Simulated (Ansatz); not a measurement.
**Stability checks on a candidate for MgS**

The cell was found from a structure generator's guess, not taken from experiment.

Level of theory: DFT PBE, scalar-relativistic, plane waves, PAW in Ansatz. Settings of the last relaxation (12-atom cell): 420 eV, 4×4×4 k points, Gaussian smearing of 0.02 eV, no spin polarisation.

```
Mg S
1.0
     6.98516    0.00000    0.00000
     0.00000    6.98516    0.00000
     0.00000    0.00000    6.98516
Mg S
6 6
Direct
  0.50000 0.00000 0.75000
  0.75000 0.50000 0.00000
  0.00000 0.75000 0.50000
  0.50000 0.00000 0.25000
  0.25000 0.50000 0.00000
  0.00000 0.25000 0.50000
  0.00000 0.50000 0.75000
  0.75000 0.00000 0.50000
  0.50000 0.75000 0.00000
  0.00000 0.50000 0.25000
  0.25000 0.00000 0.50000
  0.50000 0.25000 0.00000
```

Energies over the elements count from the elements' standard structures at the same level, with no fitted energy shifts.

Question: These tests were run: energy against the elements; phonons at Γ; elastic tensor. What do they show?

Answer:

```tsv
test	result
energy against the elements	−1.363 eV/atom
phonons at Γ	lowest optical mode 91 cm⁻¹
elastic tensor	least eigenvalue 7 GPa
```

It fails none of these tests. Whether a mixture of other phases lies lower isn't tested here. Phonons away from Γ weren't computed.

The reference form of S is held partly by dispersion forces, which this level lacks. The run for the phonons used a 4×4×4 k mesh. The run for the elastic tensor used a 4×4×4 k mesh.
